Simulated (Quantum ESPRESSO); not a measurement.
Runs of Quantum ESPRESSO 7.5 on TiSi. Symmetry: Cmmm, No. 65, orthorhombic system. Conventional cell: a = 3.632 Å, b = 4.235 Å, c = 3.804 Å, α = 90.00°, β = 90.00°, γ = 90.00°. Ti (site symmetry mmm) has 8 Si at 2.63 to 2.85 Å and 4 Ti at 2.79 Å as nearest neighbours. Si (site symmetry mmm) is surrounded by 8 Ti at 2.63 to 2.85 Å and 4 Si at 2.79 Å. The cell comes from a database or a generator and needn't be the stable form of this composition.

```tsv
task	level	potentials or basis	form of the LDA correlation	gap on the mesh (eV)	pressure (GPa)	V0 of scaled cells (Å³/atom)	B0 (GPa)
band structure	PBEsol	GBRV 1.5 PBEsol	-	none	(a)	-	-
band structure	LDA	GBRV 1.5 LDA	PZ81	none	-7.8	-	-
equation of state	LDA	GBRV 1.5 LDA	PZ81	-	-	13.83	(b)
equation of state	PBEsol	GBRV 1.5 PBEsol	-	-	-	14.18	147
```

Alike in all rows: no spin polarisation; cell as given; k mesh 10 × 10 × 7; cutoff (eV) 612; smearing fermi-dirac 0.05 eV.

Fill in the values left out.

(a) -4.3; (b) 155.

Caveats: the cell was scaled at fixed shape and fractional positions, which overstates the stiffness of a crystal with free parameters, most of all of layers and chains (some runs).

A k mesh can miss the band edges.

A gap of «none» marks a metal or a gap under the smearing width.

Not every run made on this cell is shown here.
